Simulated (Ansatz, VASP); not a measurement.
# Cross-check of Si26O21 (amorphous SiO2 against Si(100), +19 O) between VASP and Ansatz

Aim: how closely do two programs agree when they are given the same cell, functional and k mesh? Of the first pair: The structure shown is the start of the Ansatz relaxation below; VASP solves that cell, so the two are compared at the walk's first step.

Program: Ansatz 0.2.0. Level of theory: plane waves, with VASP 6.6.1 beside it; single point at PBE. Results are calculated unless marked as measured.

## Step 1: The structure

The cell holds 141 atoms: 78 Si and 63 O. Cell: a = 10.900 Å, b = 10.900 Å, c = 19.906 Å, α = 90.0°, β = 90.0°, γ = 90.0°. It derives from Si (7 planes of diamond Si(100)). A slab of 7 planes of diamond Si(100) (starting lattice constant a = 5.45 A), 10.90 x 10.90 A in plane. 85 atoms (22 Si, 63 O) packed at random between the slab and its periodic image at 2.2 g/cm^3 (a layer of 10.3 A) and pushed apart as soft spheres. Langevin MD at fixed cell with the MACE-MP-0b2 small potential (Batatia et al., arXiv:2401.00096), steps of 1.5 fs: 0.63 ps at 3200 K with the crystal held, 3200 to 800 K in 1.8 ps with the crystal held, 800 to 300 K in 0.9 ps with its inner planes held; soft walls kept the melt out of the crystal while it was held. Then all atoms and the cell's height relaxed. The structure's axis is c.

## Step 2: Ansatz: relaxation, PBE

Ansatz runs on its default PAW (the set named soft_2) files.

The two programs are compared at the cell with which this relaxation starts, whose forces are those of its first step.

Input file input.yaml:

```yaml
crystal:
  lattice:
    - [10.9, 0.0, 0.0]
    - [0.0, 10.9, 0.0]
    - [0.0, 0.0, 19.90553]
  atoms:
    - { symbol: Si, position: [0.99585, 0.00214, 0.24819] }
    - { symbol: Si, position: [0.16849, 0.1484, 0.0157] }
    - { symbol: Si, position: [0.00692, 0.24322, 0.10914] }
    - { symbol: Si, position: [0.12689, 0.37264, 0.18141] }
    - { symbol: Si, position: [0.24865, 0.00119, 0.10643] }
    - { symbol: Si, position: [0.373, 0.12296, 0.18065] }
    - { symbol: Si, position: [0.24869, 0.247, 0.25083] }
    - { symbol: Si, position: [0.3567, 0.36891, 0.04621] }
    - { symbol: Si, position: [0.11545, 0.12848, 0.31871] }
    - { symbol: Si, position: [0.99297, 0.25884, 0.39048] }
    - { symbol: Si, position: [0.138, 0.3643, 0.4704] }
    - { symbol: Si, position: [0.24282, 0.00936, 0.38875] }
    - { symbol: Si, position: [0.31043, 0.1291, 0.48023] }
    - { symbol: Si, position: [0.37741, 0.37206, 0.31879] }
    - { symbol: Si, position: [0.99756, 0.4997, 0.24538] }
    - { symbol: Si, position: [0.13991, 0.61131, 0.03365] }
    - { symbol: Si, position: [0.00371, 0.74258, 0.10689] }
    - { symbol: Si, position: [0.12048, 0.87903, 0.17758] }
    - { symbol: Si, position: [0.25076, 0.50402, 0.11439] }
    - { symbol: Si, position: [0.37787, 0.62719, 0.17957] }
    - { symbol: Si, position: [0.24883, 0.75336, 0.24601] }
    - { symbol: Si, position: [0.34923, 0.84195, 0.04231] }
    - { symbol: Si, position: [0.12529, 0.62091, 0.31216] }
    - { symbol: Si, position: [0.00861, 0.75196, 0.37901] }
    - { symbol: Si, position: [0.13877, 0.86398, 0.45242] }
    - { symbol: Si, position: [0.24418, 0.496, 0.3867] }
    - { symbol: Si, position: [0.34586, 0.6467, 0.44399] }
    - { symbol: Si, position: [0.3708, 0.88319, 0.31576] }
    - { symbol: Si, position: [0.50091, 0.00137, 0.24765] }
    - { symbol: Si, position: [0.64469, 0.15063, 0.04438] }
[... 105 atom lines left out ...]
    - { symbol: O, position: [0.8999, 0.36086, 0.59629] }
    - { symbol: O, position: [0.76253, 0.64345, 0.41962] }
    - { symbol: O, position: [0.89966, 0.76383, 0.51374] }
    - { symbol: O, position: [0.53543, 0.0642, 0.00141] }
    - { symbol: O, position: [0.81325, 0.80493, 0.96899] }
    - { symbol: O, position: [0.50486, 0.61688, 0.6273] }
kpoints:
  mp_grid: { grid: [1, 1, 1] }
hamiltonian:
  xc: pbe
scf:
  occupations: { method: fermi_dirac, width: 0.025 }
output:
  forces: true
relax:
  f_tol: 0.08
  max_steps: 90
  cell: { fix: [a, b, alpha, beta, gamma] }
```

On the command line:

```console
$ ansatz run input.yaml --threads 4 --pin off --max-ram 15872MiB --backend cpu --events-out ev --progress --plain --runs-dir out
```

Numbers of over 12 decimals in the logs are rounded to 6 here.

What it wrote:

```text
Engine: ansatz 0.2.0, aarch64-unknown-linux-gnu
Pseudopotentials: kind: paw
Pseudopotential: Si, paw, valence charge 4, recommended cutoff 420 eV (normal), Si.paw.azcp
Pseudopotential: O, paw, valence charge 6, recommended cutoff 420 eV (normal), O.paw.azcp
Functional definition: PBE
  parameter kappa = 0.804
  parameter beta = 0.066725
  exchange = pbe_x(kappa = kappa, mu = beta*pi^2/3)
  correlation = pbe_c(beta = beta)
Crystal: 141 atoms, lattice volume = 2364.976 Å³
Basis set: ecut = 420 eV, 46163 PW (Γ), exchange–correlation on 150×150×270 points (8 copies of the dense FFT grid, shifted against one another)
Bands: 486, of which v1, the nominal top of the filled ones, is band 345 counted from 1 (344 counted from 0)
Symmetry: 1 space group operations
Space group: P1 (ITA 1), of the structure as read, at distance tolerance 1.3e-4 Å
k-points: 1
Non-local potential: Si, projectors of the file, l = 0: 2, l = 1: 2, l = 2: 2
Non-local potential: O, projectors of the file, l = 0: 2, l = 1: 2, l = 2: 1
PAW form: soft (Blöchl's): semilocal exchange-correlation on the pseudo side does not see the compensation charge
PAW one-centre angular grid: Si, 110 points (default); XC on 64 Gauss nodes
PAW one-centre angular grid: O, 110 points (default); XC on 64 Gauss nodes
Initial density: superposition of atomic densities (neutral atoms: chi_scale 0, normalization atom), corrected by the library's trained network
Initial wavefunctions: pseudopotential atomic-orbital guess
Functional: x = pbe(κ = 0.804, μ = 0.219515), c = pbe(β = 0.066725)
SCF iter   1: F=—  HF=-85404.881897 eV  |F-HF|=—  |Δ(HF+E_count)|=         —  Δρ=2.20e-2  dr2=3.05e1  ethr=1.77e-3  ⟨swp⟩=6.0  Hψ=2335  notcnv=0  defer=99
preconditioner: auto → LDOS  [insulator: Δε(μ)=0.085 eV  Ē_g=10.087 eV  σ=0.025 eV  W_gap=0.69  n_scr=442 (ndim 8)  ℏωp=18.3 eV  f_vac=0.107  D(μ)=21.46/eV (n_scr^D=76)  ε∞_Penn≈4.3  β→1.0]
SCF iter   2: F=—  HF=-85420.432353 eV  |F-HF|=—  |Δ(HF+E_count)|=    1.56e1  Δρ=4.21e-2  dr2=1.06e2  ethr=1.77e-3  ⟨swp⟩=3.0  Hψ=863  notcnv=1  defer=130  recentre
SCF iter   3: F=—  HF=-85406.493004 eV  |F-HF|=—  |Δ(HF+E_count)|=    1.39e1  Δρ=2.58e-2  dr2=3.98e1  ethr=1.77e-3  ⟨swp⟩=2.0  Hψ=805  notcnv=0  defer=107
SCF iter   4: F=—  HF=-85404.974319 eV  |F-HF|=—  |Δ(HF+E_count)|=    1.52e0  Δρ=2.48e-2  dr2=3.76e1  ethr=1.77e-3  ⟨swp⟩=1.0  Hψ=351  notcnv=0  defer=107
SCF iter   5: F=—  HF=-85403.408022 eV  |F-HF|=—  |Δ(HF+E_count)|=    1.57e0  Δρ=7.66e-3  dr2=1.65e0  ethr=1.77e-3  ⟨swp⟩=3.0  Hψ=914  notcnv=0  defer=103
SCF iter   6: F=—  HF=-85403.602112 eV  |F-HF|=—  |Δ(HF+E_count)|=   1.94e-1  Δρ=2.27e-2  dr2=3.16e1  ethr=2.38e-4  ⟨swp⟩=2.0  Hψ=353  notcnv=0  defer=134  recentre
SCF iter   7: F=—  HF=-85404.230615 eV  |F-HF|=—  |Δ(HF+E_count)|=   6.29e-1  Δρ=2.07e-2  dr2=2.64e1  ethr=2.38e-4  ⟨swp⟩=2.0  Hψ=633  notcnv=0  defer=134
SCF iter   8: F=—  HF=-85403.376086 eV  |F-HF|=—  |Δ(HF+E_count)|=   8.55e-1  Δρ=5.07e-3  dr2=1.09e0  ethr=2.38e-4  ⟨swp⟩=2.0  Hψ=569  notcnv=0  defer=133
SCF iter   9: F=—  HF=-85405.010047 eV  |F-HF|=—  |Δ(HF+E_count)|=    1.63e0  Δρ=2.46e-2  dr2=3.78e1  ethr=1.57e-4  ⟨swp⟩=3.0  Hψ=703  notcnv=0  defer=133  recentre
SCF iter  10: F=—  HF=-85403.407257 eV  |F-HF|=—  |Δ(HF+E_count)|=    1.60e0  Δρ=1.09e-2  dr2=8.52e-1  ethr=1.57e-4  ⟨swp⟩=2.0  Hψ=906  notcnv=0  defer=133
SCF iter  11: F=—  HF=-85403.579524 eV  |F-HF|=—  |Δ(HF+E_count)|=   1.72e-1  Δρ=2.26e-2  dr2=3.24e1  ethr=1.23e-4  ⟨swp⟩=1.0  Hψ=352  notcnv=0  defer=133  recentre
SCF iter  12: F=—  HF=-85403.387926 eV  |F-HF|=—  |Δ(HF+E_count)|=   1.92e-1  Δρ=9.48e-3  dr2=7.88e-1  ethr=1.23e-4  ⟨swp⟩=1.0  Hψ=352  notcnv=0  defer=133
SCF iter  13: F=—  HF=-85403.363568 eV  |F-HF|=—  |Δ(HF+E_count)|=   2.44e-2  Δρ=3.01e-3  dr2=1.42e-1  ethr=1.14e-4  ⟨swp⟩=1.0  Hψ=559  notcnv=0  defer=133
SCF iter  14: F=—  HF=-85403.516513 eV  |F-HF|=—  |Δ(HF+E_count)|=   1.53e-1  Δρ=1.90e-2  dr2=2.22e1  ethr=2.06e-5  ⟨swp⟩=2.0  Hψ=635  notcnv=0  defer=133  recentre
SCF iter  15: F=—  HF=-85403.404122 eV  |F-HF|=—  |Δ(HF+E_count)|=   1.12e-1  Δρ=1.28e-2  dr2=1.01e1  ethr=2.06e-5  ⟨swp⟩=2.0  Hψ=638  notcnv=0  defer=133
SCF iter  16: F=—  HF=-85403.391156 eV  |F-HF|=—  |Δ(HF+E_count)|=   1.30e-2  Δρ=1.05e-2  dr2=6.63e0  ethr=2.06e-5  ⟨swp⟩=2.0  Hψ=561  notcnv=0  defer=133
SCF iter  17: F=—  HF=-85403.366213 eV  |F-HF|=—  |Δ(HF+E_count)|=   2.49e-2  Δρ=4.42e-3  dr2=1.22e0  ethr=2.06e-5  ⟨swp⟩=1.0  Hψ=353  notcnv=0  defer=133
SCF iter  18: F=—  HF=-85403.360897 eV  |F-HF|=—  |Δ(HF+E_count)|=   5.32e-3  Δρ=1.24e-3  dr2=3.74e-2  ethr=2.06e-5  ⟨swp⟩=1.0  Hψ=353  notcnv=0  defer=133
SCF iter  19: F=—  HF=-85403.360468 eV  |F-HF|=—  |Δ(HF+E_count)|=   4.29e-4  Δρ=5.70e-4  dr2=2.36e-2  ethr=5.43e-6  ⟨swp⟩=1.0  Hψ=353  notcnv=0  defer=133
[...]
- { symbol: Si, position: [0.747917, 0.248178, 0.257213] }
    - { symbol: Si, position: [0.916030, 0.397202, 0.045980] }
    - { symbol: Si, position: [0.620697, 0.114216, 0.324625] }
    - { symbol: Si, position: [0.507524, 0.257732, 0.394054] }
    - { symbol: Si, position: [0.650322, 0.379108, 0.457084] }
    - { symbol: Si, position: [0.735301, 0.982729, 0.400394] }
    - { symbol: Si, position: [0.838557, 0.146273, 0.462428] }
    - { symbol: Si, position: [0.871044, 0.388833, 0.319962] }
    - { symbol: Si, position: [0.482905, 0.488917, 0.245494] }
    - { symbol: Si, position: [0.558319, 0.547952, 0.041307] }
    - { symbol: Si, position: [0.502942, 0.726267, 0.107637] }
    - { symbol: Si, position: [0.621352, 0.873509, 0.171563] }
    - { symbol: Si, position: [0.739859, 0.484586, 0.102675] }
    - { symbol: Si, position: [0.859563, 0.622918, 0.170364] }
    - { symbol: Si, position: [0.741977, 0.749586, 0.242793] }
    - { symbol: Si, position: [0.906416, 0.864725, 0.040126] }
    - { symbol: Si, position: [0.603645, 0.623089, 0.302889] }
    - { symbol: Si, position: [0.481241, 0.743945, 0.371535] }
    - { symbol: Si, position: [0.594261, 0.831207, 0.457635] }
    - { symbol: Si, position: [0.727009, 0.517135, 0.376705] }
    - { symbol: Si, position: [0.896170, 0.660430, 0.452817] }
    - { symbol: Si, position: [0.858634, 0.876943, 0.316629] }
    - { symbol: Si, position: [0.560501, 0.960798, 0.690824] }
    - { symbol: Si, position: [0.022288, 0.015795, 0.931015] }
[...]
- { symbol: Si, position: [0.421807, 0.106985, 0.806736] }
    - { symbol: Si, position: [0.536952, 0.595669, 0.540203] }
    - { symbol: Si, position: [0.509078, 0.872921, 0.908448] }
    - { symbol: Si, position: [0.452443, 0.128891, 0.951234] }
    - { symbol: Si, position: [0.232016, 0.704413, 0.773353] }
    - { symbol: Si, position: [0.856535, 0.401900, 0.762973] }
    - { symbol: Si, position: [0.180568, 0.495133, 0.885234] }
    - { symbol: Si, position: [0.060434, 0.862209, 0.701369] }
    - { symbol: O, position: [0.368001, 0.822142, 0.602162] }
    - { symbol: O, position: [0.277538, 0.380001, 0.880425] }
    - { symbol: O, position: [0.059083, 0.828707, 0.621410] }
    - { symbol: O, position: [0.311961, 0.043797, 0.543991] }
    - { symbol: O, position: [0.607387, 0.465126, 0.523277] }
    - { symbol: O, position: [0.858818, 0.559454, 0.904767] }
    - { symbol: O, position: [0.092166, 0.441763, 0.532733] }
    - { symbol: O, position: [0.300505, 0.370797, 0.681548] }
    - { symbol: O, position: [0.496834, 0.921799, 0.497659] }
    - { symbol: O, position: [0.087030, 0.141910, 0.958388] }
    - { symbol: O, position: [0.317153, 0.098798, 0.975402] }
    - { symbol: O, position: [0.876107, 0.346479, 0.969730] }
    - { symbol: O, position: [0.186205, 0.567991, 0.955201] }
    - { symbol: O, position: [0.973655, 0.336608, 0.722186] }
    - { symbol: O, position: [0.826990, 0.870702, 0.612623] }
    - { symbol: O, position: [0.012647, 0.509567, 0.032371] }
    - { symbol: O, position: [0.470836, 0.033242, 0.880978] }
    - { symbol: O, position: [0.702092, 0.993706, 0.702824] }
    - { symbol: O, position: [0.871072, 0.134012, 0.654360] }
    - { symbol: O, position: [0.584229, 0.594094, 0.962274] }
    - { symbol: O, position: [0.022200, 0.929076, 0.998417] }
    - { symbol: O, position: [0.615595, 0.716577, 0.513967] }
    - { symbol: O, position: [0.215189, 0.588996, 0.823414] }
    - { symbol: O, position: [0.473687, 0.741206, 0.874325] }
[...]
- { symbol: O, position: [0.095718, 0.735852, 0.741712] }
    - { symbol: O, position: [0.835539, 0.347913, 0.838683] }
    - { symbol: O, position: [0.895371, 0.368128, 0.596848] }
    - { symbol: O, position: [0.765213, 0.654246, 0.412832] }
    - { symbol: O, position: [0.917697, 0.770468, 0.507663] }
    - { symbol: O, position: [0.572775, 0.084932, -0.0066468] }
    - { symbol: O, position: [0.814985, 0.811451, 0.980449] }
    - { symbol: O, position: [0.504032, 0.617118, 0.619865] }
```

In the SCF lines HF is the Harris–Foulkes energy and dr2 the Hartree energy of the density residual, in eV; the loop may stop once dr2 is under the threshold and the program's other checks hold. Hψ counts applications of the Hamiltonian.

## Step 3: VASP: single point, PBE, start cell, pair 1

The same cell, functional, mesh and smearing now go to VASP, with its own data sets.

Lines of VASP's logs that name or quote its potential files are left out, and so is its time.

Input file INCAR:

```
SYSTEM = Si26O21
PREC = Accurate
ENCUT = 520
EDIFF = 1E-06
NELM = 120
ISMEAR = -1
SIGMA = 0.025
LREAL = Auto
ALGO = Normal
GGA = PE
NBANDS = 443
LORBIT = 11
LWAVE = .FALSE.
LCHARG = .FALSE.
ISIF = 2
LASPH = .TRUE.
GGA_COMPAT = .FALSE.
```

Input file POSCAR:

```
Si26O21
1.0
   10.9000000000      0.0000000000      0.0000000000
    0.0000000000     10.9000000000      0.0000000000
    0.0000000000      0.0000000000     19.9055300000
Si O
78 63
Direct
    0.9958532110      0.0021376147      0.2481923365
    0.1684862385      0.1484036697      0.0156991550
    0.0069174312      0.2432201835      0.1091405253
    0.1268899083      0.3726422018      0.1814118991
    0.2486513761      0.0011926606      0.1064277113
    0.3730000000      0.1229633028      0.1806482922
    0.2486880734      0.2470000000      0.2508297945
    0.3566972477      0.3689082569      0.0462082647
    0.1154495413      0.1284770642      0.3187104287
    0.9929724771      0.2588440367      0.3904794296
    0.1380000000      0.3643027523      0.4704019436
    0.2428165138      0.0093577982      0.3887512666
    0.3104311927      0.1291009174      0.4802283587
    0.3774128440      0.3720642202      0.3187908084
    0.9975596330      0.4996972477      0.2453790479
    0.1399082569      0.6113119266      0.0336489408
    0.0037064220      0.7425779817      0.1068898944
    0.1204770642      0.8790275229      0.1775787934
    0.2507614679      0.5040183486      0.1143903227
    0.3778715596      0.6271926606      0.1795681903
    0.2488256881      0.7533577982      0.2460120379
    0.3492293578      0.8419541284      0.0423098506
    0.1252935780      0.6209082569      0.3121594853
    0.0086055046      0.7519633028      0.3790102549
    0.1387706422      0.8639816514      0.4524220154
    0.2441834862      0.4960000000      0.3867015849
    0.3458623853      0.6466972477      0.4439921971
    0.3707981651      0.8831926606      0.3157614994
    0.5009082569      0.0013669725      0.2476497737
    0.6446880734      0.1506330275      0.0443796272
[... 105 atom lines left out ...]
    0.8998990826      0.3608623853      0.5962915833
    0.7625321101      0.6434495413      0.4196220849
    0.8996605505      0.7638256881      0.5137416587
    0.5354311927      0.0642018349      0.0014116680
    0.8132477064      0.8049266055      0.9689920339
    0.5048623853      0.6168807339      0.6272980423
```

Input file KPOINTS:

```
Automatic mesh
0
Gamma
1 1 1
0 0 0
```

The projector-augmented-wave data sets are Si and O (PBE family, release 64).

On the command line:

```console
$ export OMP_NUM_THREADS=3
$ mpirun -np 1 vasp_gam
```

What it wrote:

```text
[banner, memory and clock lines left out]
running    1 mpi-ranks, on    1 nodes
[...]
Offloading initialized ...    1 GPUs detected
[...]
LDA part: xc-table for (Slater+PW92), standard interpolation
 POSCAR, INCAR and KPOINTS ok, starting setup
[...]
entering main loop
       N       E                     dE             d eps       ncg     rms          rms(c)
DAV:   1     0.558325941984E+04    0.55833E+04   -0.36638E+05   902   0.146E+03
DAV:   2    -0.425793745329E+03   -0.60091E+04   -0.57389E+04  1081   0.323E+02
DAV:   3    -0.103814320241E+04   -0.61235E+03   -0.60414E+03  1044   0.107E+02
DAV:   4    -0.105547783021E+04   -0.17335E+02   -0.17216E+02  1036   0.193E+01
[...]
DAV:  32    -0.953918368631E+03    0.72609E-05   -0.26137E-06   652   0.320E-03    0.174E-02
DAV:  33    -0.953918370834E+03   -0.22033E-05   -0.11833E-06   628   0.244E-03    0.992E-03
DAV:  34    -0.953918370697E+03    0.13727E-06   -0.21954E-07   596   0.840E-04
   1 F= -.95391837E+03 E0= -.95385068E+03  d E =-.135377E+00
```

Parts of OUTCAR (step 3):

```text
  FREE ENERGIE OF THE ION-ELECTRON SYSTEM (eV)
  ---------------------------------------------------
  free  energy   TOTEN  =      -953.9183706970 eV

  energy  without entropy=     -953.7829937233  energy(sigma->0) =     -953.85068221

[... 1 further part left out ...]
```

The run ends at a pressure of -0.03 GPa, with forces up to 1.1 eV/Å.

## Step 4: Side by side

Known differences besides the potentials themselves: the cutoff is 420 eV in Ansatz and 520 eV in VASP (PREC = Accurate, projectors in real space). Total energies have different zeros and are not compared.

Forces on 8 of the 141 atoms, those with the largest forces and the largest differences (eV/Å; atoms numbered as in POSCAR):

| atom | Ansatz x, y, z | VASP x, y, z |
| --- | --- | --- |
| Si8 | -0.373, -0.633, 0.710 | -0.351, -0.606, 0.722 |
| Si25 | 0.256, -0.741, -0.672 | 0.240, -0.720, -0.673 |
| Si36 | 0.471, 0.603, -0.613 | 0.433, 0.558, -0.554 |
| Si39 | 0.353, -0.144, -1.000 | 0.331, -0.127, -1.021 |
| Si41 | -0.512, 0.338, -0.498 | -0.615, 0.414, -0.608 |
| O86 | 0.077, 0.137, 0.006 | 0.474, 0.970, -0.264 |
| O118 | -0.027, -0.047, 0.116 | -0.427, -0.886, 0.388 |
| O126 | 0.242, -0.303, 0.320 | 0.354, -0.391, 0.436 |

The forces differ by 71 meV/Å r.m.s., which is 27.1 % of the r.m.s. force of 0.260 eV/Å (both taken over all components).

(Continued in part 2 of 2.)

[Lines on the potential files, build, host, timing and source positions are cut from VASP's logs without a mark.]

[Logs are printed without paths, hosts, clocks, repeated set-up lines and the standing remarks that a program may print on its own settings, such as how far it seeks lower states.]

[Hosts, paths, dates, database ids (printed as entryN), source tags and the programs' standing remarks are cut or masked in the printed files.]
